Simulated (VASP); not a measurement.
# LiH: equation of state with PBE

The system is LiH.

```
CELL_PARAMETERS angstrom
0.00000 2.03675 2.03675
2.03675 0.00000 2.03675
2.03675 2.03675 0.00000
ATOMIC_POSITIONS crystal
Li 0.00000 0.00000 0.00000
H 0.50000 0.50000 0.50000
```

```
Program                : VASP 6.6.1
Task                   : equation of state
Functional             : PBE
Potentials or basis    : VASP PAW PBE potentials, release 64 (Li_sv, H)
Cutoff                 : 520 eV
k mesh                 : 11 × 11 × 11
Occupations            : fermi-dirac, width 0.05 eV
Spin                   : no spin polarisation
Further INCAR settings : ALGO = Normal; EDIFF = 1e-07; NBANDS = 9
```

| Item | Value |
| --- | --- |
| Equilibrium volume | 8.04 Å³/atom (rough: see the caveat) |
| Bulk modulus | 35 GPa (rough) |

Energy against volume, from the lowest point:
```csv
volume (Å³/atom),energy (meV/atom)
7.942,0.06
8.111,0.00
8.280,0.68
8.449,2.08
8.618,4.12
8.787,6.75
8.956,9.93
```

It used 34 s of CPU time on 1 thread of Intel(R) Xeon(R) Platinum 8559C (Emerald Rapids), on a shared host, which was overloaded at the time.

Caveat: the cutoff is under 1.25 times the usual one of these potentials, so pressure, stress and relaxed cells hold a basis-set (Pulay) error; the fit is doubtful: noisy points or a state that changes with volume.
